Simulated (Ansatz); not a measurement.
Ansatz input file:

```yaml
crystal:
  lattice:
    - [8.6680824697, 0.0, 0.0]
    - [0.0, 6.1292598942, 0.0]
    - [0.0, 0.0, 26.7413618523]
  atoms:
    - { symbol: Ga, position: [0.25, 0.5, 0.2991620264] }
    - { symbol: Ga, position: [0.75, 0.5, 0.2991620264] }
    - { symbol: Sb, position: [0.5, 0.25, 0.2991620264] }
    - { symbol: Sb, position: [0.0, 0.25, 0.2991620264] }
    - { symbol: Ga, position: [0.5, 0.0, 0.3801983113] }
    - { symbol: Ga, position: [0.0, 0.0, 0.3801983113] }
    - { symbol: Sb, position: [0.75, 0.75, 0.3801983113] }
    - { symbol: Sb, position: [0.25, 0.75, 0.3801983113] }
    - { symbol: Ga, position: [0.7501331064, 0.5079770611, 0.4664795535] }
    - { symbol: Ga, position: [0.2504149828, 0.5090572293, 0.4665995468] }
    - { symbol: Sb, position: [0.0005212867, 0.2586912316, 0.4607827062] }
    - { symbol: Sb, position: [0.4999715701, 0.2582330783, 0.4608691624] }
    - { symbol: Ga, position: [0.0010187524, -0.0570310581, 0.5271680229] }
    - { symbol: Ga, position: [0.4975430381, -0.0561010866, 0.5274979219] }
    - { symbol: Sb, position: [0.2495149822, 0.7223359345, 0.5541106032] }
    - { symbol: Sb, position: [0.749018382, 0.727647098, 0.5530103497] }
basis:
  ecutwfc: 420
kpoints:
  mp_grid: { grid: [2, 3, 1] }
hamiltonian:
  xc: pbe
  dispersion: d3bj
scf:
  occupations: { method: gaussian, width: 0.1 }
output:
  forces: true
  eigenvalues: true
  write_density: true
  volumetric_format: npy
efield:
  axis: 3
  dipole_correction: true
  ramp_width: 0.04
```

Command:
```bash
ansatz run input.yaml --threads 4 --pin off --max-ram 10240MiB --backend cpu --events-out ev --progress --plain --runs-dir out
```

The calculation used DFT PBE+D3(BJ), scalar-relativistic, plane waves, PAW in Ansatz.

From the run's log, abridged (iterations and final results):

```
SCF iter   1: F=—  HF=-82141.955224 eV  |F-HF|=—  |Δ(HF+E_count)|=         —  Δρ=1.86e-3  dr2=2.44e-1  ethr=1.77e-3  p=0.062 e·Å  D=7.89e-3 V/Å  ΔV_dip=-0.21 eV  dr2_dipole=4.19e-2  V_vac-E_F(+/−)=4.30/4.51 eV  ⟨swp⟩=7.0  Hψ=2142  notcnv=0  defer=6
efield: sawtooth ramp at fractional position 0.9066 (placed from the atoms, in the widest stretch of the axis that holds none; the zero of the levels goes with the place), width 0.0400; the density the first Hamiltonian is built on has a dipole p = 0.062 e·Å; the dipole correction subtracts the counter field D = 7.89e-3 V/Å, which shifts the + side's vacuum level by -0.21 eV against the − side's; the planar-averaged density in the ramp window peaks in size at 2.9e-6 e/Å³
SCF iter   2: F=—  HF=-82142.039093 eV  |F-HF|=—  |Δ(HF+E_count)|=   8.39e-2  Δρ=2.03e-3  dr2=1.68e0  ethr=1.09e-4  p=-0.171 e·Å  D=-2.17e-2 V/Å  ΔV_dip=0.58 eV  dr2_dipole=7.39e-1  V_vac-E_F(+/−)=4.79/4.21 eV  ⟨swp⟩=3.2  Hψ=1113  notcnv=0  defer=61
SCF iter   3: F=—  HF=-82141.919632 eV  |F-HF|=—  |Δ(HF+E_count)|=   1.19e-1  Δρ=8.75e-4  dr2=6.23e-2  ethr=1.09e-4  p=0.074 e·Å  D=9.41e-3 V/Å  ΔV_dip=-0.25 eV  dr2_dipole=2.17e-2  V_vac-E_F(+/−)=4.20/4.45 eV  ⟨swp⟩=2.0  Hψ=591  notcnv=0  defer=61
SCF iter   4: F=—  HF=-82141.913672 eV  |F-HF|=—  |Δ(HF+E_count)|=   5.96e-3  Δρ=4.14e-4  dr2=9.86e-3  ethr=2.78e-5  p=0.047 e·Å  D=5.99e-3 V/Å  ΔV_dip=-0.16 eV  dr2_dipole=2.67e-3  V_vac-E_F(+/−)=4.26/4.42 eV  ⟨swp⟩=2.0  Hψ=892  notcnv=0  defer=46
SCF iter   5: F=—  HF=-82141.912021 eV  |F-HF|=—  |Δ(HF+E_count)|=   1.65e-3  Δρ=1.35e-4  dr2=8.11e-4  ethr=4.40e-6  p=0.039 e·Å  D=4.94e-3 V/Å  ΔV_dip=-0.13 eV  dr2_dipole=1.67e-4  V_vac-E_F(+/−)=4.28/4.41 eV  ⟨swp⟩=2.0  Hψ=751  notcnv=0  defer=46
SCF iter   6: F=—  HF=-82141.911885 eV  |F-HF|=—  |Δ(HF+E_count)|=   1.36e-4  Δρ=4.32e-5  dr2=3.81e-5  ethr=3.62e-7  p=0.037 e·Å  D=4.72e-3 V/Å  ΔV_dip=-0.13 eV  dr2_dipole=5.04e-6  V_vac-E_F(+/−)=4.28/4.41 eV  ⟨swp⟩=2.0  Hψ=760  notcnv=0  defer=46
SCF iter   7: F=—  HF=-82141.911750 eV  |F-HF|=—  |Δ(HF+E_count)|=   1.35e-4  Δρ=1.24e-5  dr2=2.61e-6  ethr=1.70e-8  p=0.036 e·Å  D=4.64e-3 V/Å  ΔV_dip=-0.12 eV  dr2_dipole=1.03e-8  V_vac-E_F(+/−)=4.28/4.41 eV  ⟨swp⟩=2.0  Hψ=810  notcnv=0  defer=46
SCF iter   8: F=—  HF=-82141.911753 eV  |F-HF|=—  |Δ(HF+E_count)|=   3.25e-6  Δρ=4.71e-6  dr2=4.91e-7  ethr=1.16e-9  p=0.036 e·Å  D=4.63e-3 V/Å  ΔV_dip=-0.12 eV  dr2_dipole=1.40e-8  V_vac-E_F(+/−)=4.28/4.41 eV  ⟨swp⟩=2.0  Hψ=930  notcnv=0  defer=46
SCF iter   9: F=—  HF=-82141.911754 eV  |F-HF|=—  |Δ(HF+E_count)|=   1.09e-6  Δρ=1.73e-6  dr2=1.02e-7  ethr=4.46e-11  p=0.036 e·Å  D=4.64e-3 V/Å  ΔV_dip=-0.12 eV  dr2_dipole=1.62e-8  V_vac-E_F(+/−)=4.28/4.41 eV  ⟨swp⟩=17.5  Hψ=2727  notcnv=0
SCF iter  10: F=-82141.911754 eV  HF=-82141.911754 eV  |F-HF|=2.87e-8  |Δ(HF+E_count)|=   8.43e-8  Δρ=5.63e-7  dr2=8.82e-9  ethr=4.46e-11  p=0.036 e·Å  D=4.63e-3 V/Å  ΔV_dip=-0.12 eV  dr2_dipole=4.83e-10  V_vac-E_F(+/−)=4.28/4.41 eV  ⟨swp⟩=7.0  Hψ=1904  notcnv=0
SCF 1 converged in 10 iterations: F = -82141.911754 eV  dr2 = 8.82e-9
SCF converged after 10 iterations
Free energy (F): -82141.911754 eV
Harris-Foulkes:  -82141.911754 eV  (|F-HF|=2.87e-8)
Internal energy: -82141.908875 eV  (E = F + TS)
E sigma→0 (E₀):  -82141.910315 eV
Entropy (-TS):   -0.002879 eV (-0.180 meV/atom)
Fermi energy:    -0.455791 eV
Dipole field:    D = 0.004623 V/Å  (p = 0.036300 e·Å, saw-weighted, corrected)
Work function:   Φ+ = 4.2833 eV   Φ− = 4.4070 eV
Levels:          The Fermi level and band energies are counted from a zero that moves with the ramp; work functions are not
--- Per-component energies (eV) ---
  E_band       = -3891.796858
  E_kinetic    = 2573.968304
  E_local      = -209223.257797  (includes V_loc(G=0)·N_el)
  E_nonlocal   = 6289.193757
  E_hartree    = 102463.880539
  E_xc         = -1653.607678
  E_vxc        = -1223.728113  (∫ρ·V_xc dr)
  E_paw        = -52507.168007  (= ΣΔE_a)
  E_vpaw       = -7235.868301  (= ΣTr[D̂ρ^β])
  E_aug_tail   = -0.000950  (compensation charges beyond the density's cutoff)
  E_efield     = 0.000084  (sawtooth field / dipole correction)
  E_vefield    = 0.154719  (∫n·V_field dr)
  E_ewald      = 69918.847895
  E_disp       = -3.765023  (pairwise vdW)
  E_smearing   = -0.002879  (= −TS)
--- Forces (eV/Å), atoms counted from 1 ---
  atom   1  Ga    -0.00053682    -0.64625618     0.95823201
  atom   2  Ga     0.00120107    -0.63823881     0.95750462
  atom   3  Sb     0.00164173     0.02935762    -1.15262762
  atom   4  Sb    -0.00171113     0.02939875    -1.15603823
  atom   5  Ga    -0.00411083     0.26488767     0.28245459
  atom   6  Ga     0.00308140     0.26633389     0.28102641
  atom   7  Sb    -0.00100882     0.34284612    -0.10354726
  atom   8  Sb     0.00031110     0.35243375    -0.09030799
  atom   9  Ga    -0.00182767     0.01208494    -0.00570850
  atom  10  Ga    -0.00069203    -0.00306987    -0.03480974
  atom  11  Sb     0.00884377     0.01128735     0.01941856
  atom  12  Sb    -0.01534003     0.01969035     0.00813391
  atom  13  Ga    -0.02873949    -0.00737513    -0.01743568
  atom  14  Ga     0.02555368    -0.00857206    -0.03655169
  atom  15  Sb    -0.01175617     0.01878026     0.02547602
  atom  16  Sb     0.02509039    -0.04360690     0.06478881
--- Band table (eV) ---
  k-point 0: bands = ["-29.2820", "-29.2808", "-29.2773", "-29.2749", "-29.2704", "-29.2682", "-29.2604", "-29.2596", "-29.2586", "-29.2568", "-29.2555", "-29.2550", "-29.2431", "-29.2416", "-29.2374", "-29.2371", "-29.2253", "-29.2210", "-29.2116", "-29.2106", "-28.9893", "-28.9721", "-28.9564", "-28.9458", "-28.9384", "-28.9383", "-28.9233", "-28.9093", "-28.9028", "-28.8874", "-28.8180", "-28.8148", "-28.8104", "-28.8087", "-28.7215", "-28.7202", "-28.6955", "-28.6939", "-28.6762", "-28.6740", "-15.6734", "-15.6667", "-15.6355", "-15.6298", "-15.6224", "-15.6207", "-15.6201", "-15.6145", "-15.5947", "-15.5926", "-15.5853", "-15.5784", "-15.5538", "-15.5497", "-15.5438", "-15.5315", "-15.5 ...
  k-point 1: bands = ["-29.2819", "-29.2807", "-29.2773", "-29.2749", "-29.2701", "-29.2681", "-29.2605", "-29.2601", "-29.2586", "-29.2566", "-29.2555", "-29.2550", "-29.2431", "-29.2416", "-29.2374", "-29.2371", "-29.2253", "-29.2210", "-29.2116", "-29.2106", "-28.9893", "-28.9721", "-28.9564", "-28.9458", "-28.9384", "-28.9382", "-28.9233", "-28.9093", "-28.9028", "-28.8874", "-28.8180", "-28.8148", "-28.8104", "-28.8087", "-28.7215", "-28.7202", "-28.6955", "-28.6939", "-28.6762", "-28.6740", "-15.6749", "-15.6654", "-15.6357", "-15.6297", "-15.6225", "-15.6203", "-15.6195", "-15.6143", "-15.5947", "-15.5924", "-15.5854", "-15.5785", "-15.5518", "-15.5459", "-15.5453", "-15.5275", "-15.5 ...
  k-point 2: bands = ["-29.2819", "-29.2807", "-29.2767", "-29.2754", "-29.2700", "-29.2686", "-29.2600", "-29.2599", "-29.2578", "-29.2566", "-29.2565", "-29.2551", "-29.2425", "-29.2423", "-29.2373", "-29.2372", "-29.2232", "-29.2231", "-29.2112", "-29.2110", "-28.9892", "-28.9721", "-28.9565", "-28.9458", "-28.9385", "-28.9382", "-28.9233", "-28.9093", "-28.9028", "-28.8874", "-28.8169", "-28.8159", "-28.8100", "-28.8090", "-28.7214", "-28.7202", "-28.6953", "-28.6941", "-28.6758", "-28.6745", "-15.6700", "-15.6696", "-15.6345", "-15.6303", "-15.6218", "-15.6210", "-15.6200", "-15.6162", "-15.5891", "-15.5885", "-15.5882", "-15.5845", "-15.5492", "-15.5483", "-15.5418", "-15.5410", "-15.5 ...
  k-point 3: bands = ["-29.2819", "-29.2807", "-29.2767", "-29.2754", "-29.2698", "-29.2685", "-29.2603", "-29.2601", "-29.2577", "-29.2566", "-29.2564", "-29.2551", "-29.2425", "-29.2423", "-29.2373", "-29.2372", "-29.2232", "-29.2231", "-29.2112", "-29.2110", "-28.9892", "-28.9721", "-28.9565", "-28.9458", "-28.9385", "-28.9382", "-28.9233", "-28.9093", "-28.9028", "-28.8874", "-28.8169", "-28.8159", "-28.8100", "-28.8090", "-28.7214", "-28.7202", "-28.6953", "-28.6941", "-28.6758", "-28.6745", "-15.6703", "-15.6699", "-15.6345", "-15.6304", "-15.6215", "-15.6208", "-15.6198", "-15.6159", "-15.5891", "-15.5885", "-15.5882", "-15.5845", "-15.5460", "-15.5449", "-15.5403", "-15.5393", "-15.5 ...
```

The calculation finished and met its thresholds.

It took 16 s on 4 threads of Intel(R) Xeon(R) 6975P-C (Granite Rapids) (shared host), peak memory 3.1 GiB.